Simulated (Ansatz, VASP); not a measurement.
Ag: programs and potentials compared

The starting cell:

```
Ag
1.0
     0.00000    2.04275    2.04275
     2.04275    0.00000    2.04275
     2.04275    2.04275    0.00000
Ag
1
Direct
  0.00000 0.00000 0.00000
```

Alike in all runs: task relaxation of cell and atoms; functional PBEsol; dispersion D4; k mesh 11 × 11 × 11; occupations fermi-dirac, width 0.05 eV; no spin polarisation; no spin-orbit coupling.

| program and potentials | plane-wave cutoff (eV) | notes | equilibrium volume (Å³/atom) |
| --- | --- | --- | --- |
| Ansatz, Ansatz PAW | 420 | potentials made for PBE, which Ansatz adapts in part; 19 valence electrons an atom on average | 16.21 |
| Ansatz, all-electron LAPW, scalar-relativistic | - | - | 16.20 |
| VASP, PBE PAW files Ag, 600 eV | 600 | potentials made for PBE; 11 valence electrons an atom on average | 16.18 |

The equilibrium volume spans 16.18 (VASP, PBE PAW files Ag, 600 eV) to 16.21 Å³/atom (Ansatz, Ansatz PAW), with all-electron results at 16.20. Relaxations stop with a little pressure left, so the last digit of a volume isn't settled.

Differences between rows come from potentials, basis sets and numerical settings, since the functional is the same but for its coding. Runs on potential files found faulty are left out.
